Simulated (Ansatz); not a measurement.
# Pd (Fm-3m) in Ansatz: further runs

One crystal, Pd, is run at these levels: PBE; tasks: single point.

All numbers are computed with Ansatz 0.2.0; they aren't measurements. Logs are shortened: lines on timing, memory, paths and dates and some standing lists are left out, and cuts for length are marked.

## (1) The crystal as given

It takes space group Fm-3m (No. 225, cubic). The conventional cell has a = 3.893 Å, b = 3.893 Å, c = 3.893 Å, α = 90.00°, β = 90.00°, γ = 90.00°. Around Pd (site symmetry m-3m) lie 12 Pd at 2.75 Å.

## (2) Single point, PBE

File input.yaml:

```yaml
crystal:
  lattice:
    - [0.0, 1.9465, 1.9465]
    - [1.9465, 0.0, 1.9465]
    - [1.9465, 1.9465, 0.0]
  atoms:
    - { symbol: Pd, position: [0.0, 0.0, 0.0] }
hamiltonian:
  xc: pbe
  pseudopotentials: { kind: paw }
kpoints:
  mp_grid: { grid: [12, 12, 12] }
scf:
  occupations: { method: gaussian, width: 0.021 }
output:
  forces: true
  stress: true
  eigenvalues: true
```

Potentials or basis: Ansatz PAW.

Run with:

```sh
$ ansatz run input.yaml --threads 2 --pin off --max-ram 5632MiB --backend cpu --events-out ev --progress --plain --runs-dir out
```

The log of the run:

```text
Warning: RAYON_NUM_THREADS=2 ignored (pool sized by the plan → 2); use --threads N
Engine: ansatz 0.2.0, x86_64-unknown-linux-gnu
Pseudopotentials: kind: paw
Pseudopotential: Pd, paw, valence charge 18, recommended cutoff 420 eV (normal), Pd.paw.azcp
Functional definition: PBE
  parameter kappa = 0.804
  parameter beta = 0.06672455060314922
  exchange = pbe_x(kappa = kappa, mu = beta*pi^2/3)
  correlation = pbe_c(beta = beta)
Crystal: 1 atoms, lattice volume = 14.750 Å³
Basis set: ecut = 420 eV, 283 PW (Γ), exchange–correlation on 40×40×40 points (8 copies of the dense FFT grid, shifted against one another)
Bands: 13, of which v1, the nominal top of the filled ones, is band 9 counted from 1 (8 counted from 0)
Symmetry: 48 space group operations
Space group: Fm-3m (ITA 225), of the structure as read, at distance tolerance 2.5e-5 Å
k-points: 72 of 1728
Non-local potential: Pd, projectors of the file, l = 0: 2, l = 1: 2, l = 2: 2, l = 3: 1
PAW form: soft (Blöchl's): semilocal exchange-correlation on the pseudo side does not see the compensation charge
PAW one-centre angular grid: Pd, 590 points (default); XC on 64 Gauss nodes
Initial density: superposition of atomic densities (neutral atoms: chi_scale 0, normalization atom), corrected by the library's trained network
Initial wavefunctions: pseudopotential atomic-orbital guess
Functional: x = pbe(κ = 0.804, μ = 0.2195149727645171), c = pbe(β = 0.06672455060314922)
SCF iter   1: F=—  HF=-6972.838714 eV  |F-HF|=—  |Δ(HF+E_count)|=         —  Δρ=5.53e-3  dr2=1.30e-3  ethr=1.77e-3  ⟨swp⟩=5.9  Hψ=5252  notcnv=0
preconditioner: auto → none  [metal: Δε(μ)=0.004 eV  Ē_g=14.274 eV  σ=0.021 eV  W_gap=0.10  n_scr=8 (ndim 8)  ℏωp=30.6 eV  f_vac=0.000  D(μ)=6.55/eV (n_scr^D=168)  sad-step TF]
SCF iter   2: F=—  HF=-6972.838958 eV  |F-HF|=—  |Δ(HF+E_count)|=   2.44e-4  Δρ=2.73e-3  dr2=2.39e-4  ethr=7.21e-6  ⟨swp⟩=2.0  Hψ=1818  notcnv=0
SCF iter   3: F=—  HF=-6972.839040 eV  |F-HF|=—  |Δ(HF+E_count)|=   8.16e-5  Δρ=5.30e-4  dr2=3.46e-5  ethr=1.33e-6  ⟨swp⟩=1.0  Hψ=926  notcnv=0
SCF iter   4: F=—  HF=-6972.839034 eV  |F-HF|=—  |Δ(HF+E_count)|=   6.13e-6  Δρ=1.45e-4  dr2=1.53e-6  ethr=1.92e-7  ⟨swp⟩=2.1  Hψ=1262  notcnv=0
iter 5 did not close the SCF: its close was put off for the readings that it lacked (scf_convergence_deferred on its scf_iter line)
SCF iter   5: F=-6972.839034 eV  HF=-6972.839034 eV  |F-HF|=1.03e-8  |Δ(HF+E_count)|=   2.24e-7  Δρ=2.08e-5  dr2=2.50e-8  ethr=8.51e-9  ⟨swp⟩=2.2  Hψ=1441  notcnv=0
SCF iter   6: F=-6972.839034 eV  HF=-6972.839034 eV  |F-HF|=1.78e-10  |Δ(HF+E_count)|=   3.42e-9  Δρ=5.50e-6  dr2=1.15e-9  ethr=1.39e-10  ⟨swp⟩=1.9  Hψ=2970  notcnv=0
SCF 1 converged in 6 iterations: F = -6972.839034 eV  dr2 = 1.15e-9
SCF converged after 6 iterations
Free energy (F): -6972.839034 eV
Harris-Foulkes:  -6972.839034 eV  (|F-HF|=1.78e-10)
Internal energy: -6972.837541 eV  (E = F + TS)
E sigma→0 (E₀):  -6972.838288 eV
Entropy (-TS):   -0.001493 eV (-1.493 meV/atom)
Fermi energy:    19.784978 eV
--- Per-component energies (eV) ---
  E_band       = -136.573520
  E_kinetic    = 513.982540
  E_local      = -1748.633500  (includes V_loc(G=0)·N_el)
  E_nonlocal   = 217.057837
  E_hartree    = 711.153024
  E_xc         = -168.904878
  E_vxc        = -211.944184  (∫ρ·V_xc dr)
  E_paw        = -3750.176356  (= ΣΔE_a)
  E_vpaw       = -329.341379  (= ΣTr[D̂ρ^β])
  E_aug_tail   = 0.000238  (compensation charges beyond the density's cutoff)
  E_ewald      = -2747.316447
  E_smearing   = -0.001493  (= −TS)
  E_closure    = -0.000000  (closes the sum)
  Σ components = -6972.839034   (vs F -6972.839034, Δ=0.00e0)
--- Forces (eV/Å), atoms counted from 1 ---
  atom   1  Pd     0.00000000    -0.00000000    -0.00000000
  max |Σ_I F_I| component: 6.16e-32 eV/Å
--- Stress (GPa, compression-positive) ---
        6.897351      -0.000000      -0.000000
        0.000000       6.897351      -0.000000
        0.000000      -0.000000       6.897351
  P = ⅓ Tr σ = 6.8974 GPa (68.974 kbar)
--- Band table (eV; the first three rows and the last of 72) ---
  k-point 0: bands = ["-64.3238", "-29.8236", "-29.8236", "-29.8236", "12.6643", "16.9670", "16.9670", "16.9670", "18.5811", "18.5811", "36.8363", "41.5470", "41.5470"]
  k-point 1: bands = ["-64.3202", "-29.8517", "-29.8275", "-29.8275", "12.9152", "16.8811", "17.0519", "17.0519", "18.5421", "18.5421", "37.0876", "40.1179", "41.8367"]
  k-point 2: bands = ["-64.3102", "-29.9280", "-29.8384", "-29.8384", "13.5943", "16.7332", "17.2238", "17.2238", "18.5164", "18.5164", "36.9687", "38.1498", "42.6021"]
  k-point 71: bands = ["-64.2513", "-30.0960", "-30.0960", "-29.9807", "15.4818", "16.4243", "16.4243", "18.4851", "20.1031", "28.7243", "28.7243", "30.1608", "31.4240"]
```

Wall time 0.74 s (2 threads of Intel Xeon Platinum 8259CL at 2.50GHz (Skylake/Cascade Lake), shared host); peak memory 0.31 GiB.

Results:

```
Free energy            : -6972.8390 eV
Pressure               : 6.9 GPa
Band gap on the k mesh : none (metal or under the smearing width)
```

## (3) Single point, PBE

input.yaml: that of step 2 with these lines changed.

```diff
@@ -13,3 +13,3 @@
 scf:
-  occupations: { method: gaussian, width: 0.021 }
+  occupations: { method: gaussian, width: 0.022 }
 output:
```

Potentials or basis: Ansatz PAW.

Run with:

```sh
$ ansatz run input.yaml --threads 2 --pin off --max-ram 5632MiB --backend cpu --events-out ev --progress --plain --runs-dir out
```

The log of the run:

```text
Warning: RAYON_NUM_THREADS=2 ignored (pool sized by the plan → 2); use --threads N
[... 8 set-up lines as earlier in the session ...]
Crystal: 1 atoms, lattice volume = 14.750 Å³
Basis set: ecut = 420 eV, 283 PW (Γ), exchange–correlation on 40×40×40 points (8 copies of the dense FFT grid, shifted against one another)
Bands: 13, of which v1, the nominal top of the filled ones, is band 9 counted from 1 (8 counted from 0)
[... 2 set-up lines as earlier in the session ...]
k-points: 72 of 1728
[... 6 set-up lines as earlier in the session ...]
SCF iter   1: F=—  HF=-6972.838783 eV  |F-HF|=—  |Δ(HF+E_count)|=         —  Δρ=5.50e-3  dr2=1.29e-3  ethr=1.77e-3  ⟨swp⟩=5.9  Hψ=5252  notcnv=0
preconditioner: auto → none  [metal: Δε(μ)=0.004 eV  Ē_g=14.274 eV  σ=0.022 eV  W_gap=0.10  n_scr=8 (ndim 8)  ℏωp=30.6 eV  f_vac=0.000  D(μ)=6.32/eV (n_scr^D=168)  sad-step TF]
SCF iter   2: F=—  HF=-6972.839029 eV  |F-HF|=—  |Δ(HF+E_count)|=   2.46e-4  Δρ=2.71e-3  dr2=2.37e-4  ethr=7.17e-6  ⟨swp⟩=2.0  Hψ=1808  notcnv=0
SCF iter   3: F=—  HF=-6972.839111 eV  |F-HF|=—  |Δ(HF+E_count)|=   8.17e-5  Δρ=5.36e-4  dr2=3.54e-5  ethr=1.31e-6  ⟨swp⟩=1.0  Hψ=927  notcnv=0
SCF iter   4: F=—  HF=-6972.839105 eV  |F-HF|=—  |Δ(HF+E_count)|=   5.59e-6  Δρ=1.45e-4  dr2=1.52e-6  ethr=1.96e-7  ⟨swp⟩=2.1  Hψ=1264  notcnv=0
iter 5 did not close the SCF: its close was put off for the readings that it lacked (scf_convergence_deferred on its scf_iter line)
SCF iter   5: F=-6972.839105 eV  HF=-6972.839105 eV  |F-HF|=1.14e-8  |Δ(HF+E_count)|=   2.31e-7  Δρ=2.11e-5  dr2=2.59e-8  ethr=8.47e-9  ⟨swp⟩=2.2  Hψ=1440  notcnv=0
SCF iter   6: F=-6972.839105 eV  HF=-6972.839105 eV  |F-HF|=2.32e-10  |Δ(HF+E_count)|=   2.90e-9  Δρ=5.58e-6  dr2=1.21e-9  ethr=1.44e-10  ⟨swp⟩=1.8  Hψ=2955  notcnv=0
SCF 1 converged in 6 iterations: F = -6972.839105 eV  dr2 = 1.21e-9
SCF converged after 6 iterations
Free energy (F): -6972.839105 eV
Harris-Foulkes:  -6972.839105 eV  (|F-HF|=2.32e-10)
Internal energy: -6972.837525 eV  (E = F + TS)
E sigma→0 (E₀):  -6972.838315 eV
Entropy (-TS):   -0.001580 eV (-1.580 meV/atom)
Fermi energy:    19.784787 eV
--- Per-component energies (eV) ---
  E_band       = -136.575593
  E_kinetic    = 513.981603
  E_local      = -1748.630340  (includes V_loc(G=0)·N_el)
  E_nonlocal   = 217.057445
  E_hartree    = 711.150712
  E_xc         = -168.904793
  E_vxc        = -211.944080  (∫ρ·V_xc dr)
  E_paw        = -3750.175944  (= ΣΔE_a)
  E_vpaw       = -329.340719  (= ΣTr[D̂ρ^β])
  E_aug_tail   = 0.000238  (compensation charges beyond the density's cutoff)
  E_ewald      = -2747.316447
  E_smearing   = -0.001580  (= −TS)
  E_closure    = 0.000000  (closes the sum)
  Σ components = -6972.839105   (vs F -6972.839105, Δ=0.00e0)
--- Forces (eV/Å), atoms counted from 1 ---
  atom   1  Pd     0.00000000    -0.00000000    -0.00000000
  max |Σ_I F_I| component: 2.67e-32 eV/Å
--- Stress (GPa, compression-positive) ---
        6.895579      -0.000000      -0.000000
        0.000000       6.895579      -0.000000
       -0.000000      -0.000000       6.895579
  P = ⅓ Tr σ = 6.8956 GPa (68.956 kbar)
--- Band table (eV; the first three rows and the last of 72) ---
  k-point 0: bands = ["-64.3240", "-29.8237", "-29.8237", "-29.8237", "12.6642", "16.9669", "16.9669", "16.9669", "18.5810", "18.5810", "36.8363", "41.5470", "41.5470"]
  k-point 1: bands = ["-64.3204", "-29.8518", "-29.8277", "-29.8277", "12.9152", "16.8810", "17.0518", "17.0518", "18.5420", "18.5420", "37.0877", "40.1179", "41.8367"]
  k-point 2: bands = ["-64.3104", "-29.9281", "-29.8386", "-29.8386", "13.5943", "16.7331", "17.2237", "17.2237", "18.5163", "18.5163", "36.9687", "38.1498", "42.6021"]
  k-point 71: bands = ["-64.2515", "-30.0961", "-30.0961", "-29.9809", "15.4817", "16.4242", "16.4242", "18.4850", "20.1030", "28.7243", "28.7243", "30.1608", "31.4239"]
```

It took 0.78 s on 2 threads of Intel Xeon Platinum 8259CL at 2.50GHz (Skylake/Cascade Lake), shared host; peak memory 0.32 GiB.

Results:

```yaml
Free_energy: -6972.8391 eV
Pressure: 6.9 GPa
Band_gap_on_the_k_mesh: none (metal or under the smearing width)
```

Levels at points of the mesh, in eV from the Fermi level:
| k point | band 7 | band 8 | band 9 | band 10 | band 11 | band 12 |
| --- | --- | --- | --- | --- | --- | --- |
| (0.00, 0.00, 0.00) | -2.82 | -2.82 | -1.20 | -1.20 | 17.05 | 21.76 |
| (0.00, 0.00, -0.50) | -2.86 | 0.00 | 0.00 | 1.04 | 7.34 | 16.45 |
| (0.00, -0.50, -0.50) | -0.03 | 0.32 | 0.32 | 3.37 | 10.77 | 13.21 |
